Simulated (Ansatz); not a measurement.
Level of theory: DFT PBEsol, scalar-relativistic, plane waves, PAW in Ansatz 0.2.0.

Structure of HfN:

```xyz
2
Lattice="0.0000 2.2509 2.2509 2.2509 0.0000 2.2509 2.2509 2.2509 0.0000" Properties=species:S:1:pos:R:3 pbc="T T T"
Hf    0.0000    0.0000    0.0000
N     2.2509    2.2509    2.2509
```

Cutoff 420 eV; k points 16×16×16 on the computed 2-atom cell (Γ-centred); Gaussian smearing, width 0.10 eV; no spin polarisation.

Levels along Γ–X–U | K–Γ–L–W–X, in eV from the Fermi level, sorted by energy at each point. Points in fractions of the primitive reciprocal vectors: Γ (0.000 0.000 0.000), X (0.500 0.000 0.500), U (0.625 0.250 0.625), K (0.375 0.375 0.750), L (0.500 0.500 0.500), W (0.500 0.250 0.750).
| point | k (1/Å, with 2π) | band 14 | band 15 | band 16 | band 17 | band 18 | band 19 | band 20 |
| --- | --- | --- | --- | --- | --- | --- | --- | --- |
| Γ | 0.000 | -2.91 | -2.91 | -0.40 | -0.40 | -0.40 | 1.88 | 1.95 |
| - | 0.199 | -3.13 | -3.13 | -0.67 | 0.09 | 0.09 | 2.02 | 2.04 |
| - | 0.399 | -3.50 | -3.50 | -1.34 | 1.21 | 1.21 | 2.29 | 2.36 |
| - | 0.598 | -3.74 | -3.74 | -2.13 | 2.58 | 2.58 | 2.69 | 2.92 |
| - | 0.798 | -3.81 | -3.81 | -2.86 | 3.16 | 3.66 | 3.91 | 3.91 |
| - | 0.997 | -3.75 | -3.75 | -3.43 | 3.64 | 4.52 | 4.92 | 4.92 |
| - | 1.196 | -3.79 | -3.66 | -3.66 | 3.99 | 5.33 | 5.46 | 5.46 |
| X | 1.396 | -3.91 | -3.61 | -3.61 | 4.13 | 5.61 | 5.61 | 5.71 |
| - | 1.466 | -4.13 | -3.65 | -3.40 | 4.20 | 5.55 | 5.58 | 5.75 |
| - | 1.537 | -4.46 | -3.77 | -3.07 | 4.40 | 5.39 | 5.51 | 5.86 |
| - | 1.607 | -4.82 | -3.96 | -2.71 | 4.72 | 5.16 | 5.39 | 6.01 |
| - | 1.678 | -5.20 | -4.18 | -2.32 | 4.88 | 5.14 | 5.23 | 6.16 |
| - | 1.748 | -5.50 | -4.44 | -1.88 | 4.57 | 5.02 | 5.63 | 6.25 |
| - | 1.819 | -5.52 | -4.70 | -1.39 | 4.25 | 4.78 | 6.17 | 6.23 |
| U | 1.889 | -5.54 | -4.96 | -0.86 | 3.92 | 4.51 | 6.13 | 6.74 |
| K | 1.889 | -5.54 | -4.96 | -0.86 | 3.92 | 4.51 | 6.13 | 6.74 |
| - | 2.101 | -5.59 | -5.56 | 0.98 | 2.97 | 3.56 | 5.49 | 8.31 |
| - | 2.312 | -5.91 | -5.43 | 2.08 | 2.54 | 2.81 | 4.69 | 8.87 |
| - | 2.524 | -5.81 | -5.10 | 1.30 | 1.58 | 3.42 | 3.99 | 6.98 |
| - | 2.735 | -5.31 | -4.55 | 0.64 | 0.75 | 2.65 | 2.92 | 5.76 |
| - | 2.947 | -4.45 | -3.85 | 0.12 | 0.12 | 1.18 | 2.38 | 4.23 |
| - | 3.158 | -3.45 | -3.20 | -0.27 | -0.25 | 0.09 | 2.04 | 2.66 |
| Γ | 3.370 | -2.91 | -2.91 | -0.40 | -0.40 | -0.40 | 1.88 | 1.95 |
| - | 3.542 | -3.23 | -3.23 | -0.24 | -0.22 | -0.22 | 2.25 | 2.36 |
| - | 3.715 | -3.93 | -3.93 | 0.01 | 0.24 | 0.24 | 3.17 | 3.38 |
| - | 3.888 | -4.68 | -4.68 | 0.35 | 0.92 | 0.92 | 4.24 | 4.69 |
| - | 4.060 | -5.34 | -5.34 | 0.88 | 1.77 | 1.77 | 5.13 | 6.08 |
| - | 4.233 | -5.84 | -5.84 | 1.64 | 2.67 | 2.67 | 5.48 | 7.40 |
| - | 4.406 | -6.16 | -6.16 | 2.60 | 3.43 | 3.43 | 5.07 | 8.48 |
| L | 4.578 | -6.26 | -6.26 | 3.31 | 3.74 | 3.74 | 4.48 | 8.97 |
| - | 4.719 | -6.21 | -6.21 | 3.15 | 3.21 | 3.76 | 5.14 | 8.88 |
| - | 4.860 | -6.07 | -6.07 | 2.44 | 2.86 | 3.91 | 6.00 | 8.63 |
| - | 5.001 | -5.89 | -5.85 | 1.88 | 2.35 | 4.22 | 6.45 | 8.17 |
| - | 5.142 | -5.72 | -5.63 | 1.49 | 1.83 | 4.63 | 6.33 | 7.55 |
| - | 5.283 | -5.59 | -5.47 | 1.27 | 1.44 | 5.09 | 6.01 | 6.91 |
| - | 5.424 | -5.52 | -5.45 | 1.17 | 1.21 | 5.47 | 5.75 | 6.41 |
| W | 5.565 | -5.49 | -5.49 | 1.15 | 1.15 | 5.62 | 5.65 | 6.23 |
| - | 5.665 | -5.52 | -5.42 | 0.30 | 2.00 | 5.55 | 5.62 | 6.31 |
| - | 5.765 | -5.52 | -5.30 | -0.51 | 2.85 | 5.36 | 5.62 | 6.44 |
| - | 5.864 | -5.29 | -5.13 | -1.28 | 3.65 | 5.13 | 5.62 | 6.50 |
| - | 5.964 | -4.89 | -4.74 | -1.99 | 4.39 | 4.87 | 5.61 | 6.36 |
| - | 6.064 | -4.59 | -4.19 | -2.64 | 4.56 | 5.01 | 5.61 | 6.04 |
| - | 6.163 | -4.23 | -3.77 | -3.22 | 4.26 | 5.45 | 5.61 | 5.79 |
| X | 6.263 | -3.91 | -3.61 | -3.61 | 4.13 | 5.61 | 5.61 | 5.71 |

Spin-orbit coupling is left out, which matters for the bands of heavy elements. Spin polarisation was left out, and a magnetic state may lie lower.